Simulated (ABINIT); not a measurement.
TaN:

```
Ta N
1.0
     0.00000    2.21132    2.21132
     2.21132    0.00000    2.21132
     2.21132    2.21132    0.00000
Ta N
1 1
Direct
  0.50000 0.50000 0.50000
  0.00000 0.00000 0.00000
```

The cell comes from a database or a generator and needn't be the stable form of this composition.

Program: ABINIT 10.8.3 (patched build). Alike in all runs: task single point; potentials or basis JTH PAW PBE v2.0; no spin polarisation; cell as given; k mesh 10 × 10 × 10; cutoff (eV) 844; smearing fermi-dirac 0.05 eV.

Task: Order these runs on this cell by their pressure, lowest first.
A. level BLYP
B. level PW91
C. level LDA
D. level PBEsol
E. level RPBE

Result: C (-16.8 GPa), D (-10.5 GPa), B (-1.5 GPa), E (2.9 GPa), A (10.0 GPa).

Caveats: the highest band is partly filled, so the run has too few bands; the PAW data sets were made with another functional, which shifts forces and pressure a little.
